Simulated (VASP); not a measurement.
Here is a VASP 6.6.1 calculation.

INCAR

```
ALGO = Fast ; EDIFF = 1E-6
ENCUT = 520 ; GGA = PE
ICORELEVEL = 1 ; ISIF = 2
ISMEAR = 0 ; IVDW = 12
LASPH = True ; LCHARG = False
LREAL = False ; LWAVE = False
NBANDS = 16 ; NELM = 80
PREC = Accurate ; SIGMA = 0.03
```

File KPOINTS:

```
k-points
0
Gamma
  12 12 4
```

File POSCAR:

```
BN                                      
1.0
    2.5065024833     -0.0000000000      0.0000000000
   -1.2532512416      2.1706948204      0.0000000000
    0.0000000000      0.0000000000      6.5737414852
  B               N             
     2     2
Direct
     0.3333333300000021    0.6666666699999979    0.2500000000000000
     0.6666666699999979    0.3333333300000021    0.7500000000000000
     0.3333333300000021    0.6666666699999979    0.7500000000000000
     0.6666666699999979    0.3333333300000021    0.2500000000000000
```

Contents of KPOINTS_OPT:

```
explicit points
141
Reciprocal
 0.0000000000  0.0000000000  0.0000000000 1
 0.0357142857  0.0000000000  0.0000000000 1
 0.0714285714  0.0000000000  0.0000000000 1
 0.1071428571  0.0000000000  0.0000000000 1
 0.1428571429  0.0000000000  0.0000000000 1
 0.1785714286  0.0000000000  0.0000000000 1
[... 133 lines left out ...]
 0.5000000000  0.0000000000  0.5000000000 1
 0.5000000000  0.0000000000  0.0000000000 1
```

Potentials or basis: VASP PAW PBE potentials, release 64 (B, N).

The run is started by

```sh
$ cat potpaw_PBE.64/B/POTCAR potpaw_PBE.64/N/POTCAR > POTCAR
$ mpirun -np 1 vasp_std > vasp.out
```

(1) What does it give for the dispersion energy per atom?

(2) Estimate the pressure.

(3) Estimate the band gap on the k mesh.

(4) Estimate the band gap along the path.

## Answers

(1) -0.143 eV.

(2) 0.1 GPa.

(3) 4.25 eV, indirect (least direct gap 4.63 eV).

(4) 4.21 eV, indirect (least direct gap 4.63 eV).
